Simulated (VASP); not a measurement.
Write the native input for VASP 6.6.1 that does the following.

* Task: single point
* Functional: LDA
* Potentials or basis: VASP PAW LDA potentials, release 64 (K_sv, F)
* Cutoff: 520 eV
* k mesh: 8 × 8 × 8
* Occupations: gaussian, width 0.05 eV
* Spin: no spin polarisation
* Dipole correction: no
* Further INCAR settings: ALGO = Normal; EDIFF = 1e-07; NBANDS = 15

The structure of KF lies in POSCAR:

```
KF
1.0
    0.0566722570      2.6642914443      2.6642914443
    2.6642914443      0.0566722570      2.6642914443
    2.6642914443      2.6642914443      0.0566722570
K F
1 1
Direct
    0.0000000000      0.0000000000      0.0000000000
    0.5000000000      0.5000000000      0.5000000000
```

The cell isn't the ideal one: volume 18.309 Å^3 an atom, length along [111] over the lengths across it, relative to the cubic cell 1.0326.

One way to write it, as run:

INCAR

```
  ALGO = Normal
  EDIFF = 1E-7
  ENCUT = 520
  ISIF = 2
  ISMEAR = 0
  LASPH = T
  LCHARG = F
  LREAL = F
  LWAVE = F
  NBANDS = 15
  NELM = 100
  PREC = Accurate
  SIGMA = 0.05
```

KPOINTS

```
k-points
0
Gamma
  8 8 8
```

Potentials or basis: VASP PAW LDA potentials, release 64 (K_sv, F).

Command:

```console
$ cat potpaw_LDA.64/K_sv/POTCAR potpaw_LDA.64/F/POTCAR > POTCAR
$ mpirun -np 1 vasp_std > vasp.out
```

Results of the run:

* Pressure: -2.2 GPa
* Band gap on the k mesh: 5.99 eV, direct

Run time: 26 s on 1 thread of Intel(R) Xeon(R) Platinum 8488C (Sapphire Rapids) (shared host), peak memory 0.16 GiB.
